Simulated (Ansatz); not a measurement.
SiNi:

```
CELL_PARAMETERS angstrom
2.94277 0.00000 0.00000
0.00000 3.28033 0.00000
0.00000 0.00000 4.67745
ATOMIC_POSITIONS crystal
Ni 0.50000 0.50000 0.34250
Ni 0.00000 0.00000 0.65750
Si 0.50000 0.50000 0.84314
Si 0.00000 0.00000 0.15686
```

The cell is a database's computed one.

Base run:

```yaml
Program: Ansatz 0.2.0
Functional: r2SCAN
Potentials_or_basis: Ansatz PAW
Cutoff: 500 eV
Density_cutoff: 2000 eV
k_mesh: 9 × 8 × 6
Occupations: fermi-dirac, width 0.05 eV
Spin: collinear spin, ferromagnetic start
Starting_moments: "[1.0, 1.0, 0.0, 0.0] μB"
Hubbard_terms: Ni d U = 1 eV
```

Its results: band gap on the k mesh none (metal or under the smearing width); pressure 0.2 GPa; net moment 0.00 μB per cell; largest force 0.038 eV/Å.

Q: The run is repeated on the same cell with these changes: hubbard terms from Ni d U = 1 eV to Ni d U = 6 eV. What comes out?

A: Band gap on the k mesh none (metal or under the smearing width); pressure -0.6 GPa; net moment 0.00 μB per cell; largest force 0.074 eV/Å.

Caveats: the magnetic or orbital state may not be the lowest; the PAW data sets come from PBE, with cores solved anew for the run's functional, which leaves a small shift of forces and pressure; the U is typed as a test and isn't derived for this compound.

Not every run made on this cell is shown here.
